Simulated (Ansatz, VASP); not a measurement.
## Pb: VASP and Ansatz over several settings

```
CELL_PARAMETERS angstrom
0.00000 2.49141 2.49141
2.49141 0.00000 2.49141
2.49141 2.49141 0.00000
ATOMIC_POSITIONS crystal
Pb 0.00000 0.00000 0.00000
```

Single points on this cell with VASP 6.6.1 and Ansatz 0.2.0. Each row is one pair of runs. Alike in all rows: spin: off; k mesh: 9 × 9 × 9; smearing: fermi-dirac, width 0.05 eV; Ansatz's potentials, cutoff: Ansatz PAW, 420 eV.

```csv
level,"VASP's potentials, cutoff","gap on the k mesh at the Fermi level (eV), VASP","gap on the k mesh at the Fermi level (eV), Ansatz","pressure (GPa), VASP","pressure (GPa), Ansatz"
LDA,"VASP PAW LDA potentials, release 64 (Pb_d), 520 eV",none,none,-2.9,-3.0
PBE+D3(BJ),"VASP PAW PBE potentials, release 64 (Pb_d), 520 eV",?,none,?,-0.8
revPBE,"VASP PAW PBE potentials, release 64 (Pb_d), 520 eV",none,none,2.4,2.4
```

Task: Fill in what VASP gave in row 2.

Result: gap on the k mesh at the Fermi level (eV): none; pressure (GPa): -0.9.

A gap of «none» marks a metal or a gap that the smearing closes.

Caveats: pairwise dispersion overbinds metals, which lowers pressure and volume (some rows); the PAW data sets were made with another functional, which shifts forces and pressure a little (VASP); the PAW data sets come from PBE, with cores solved anew for the run's functional, which leaves a small shift of forces and pressure (Ansatz).
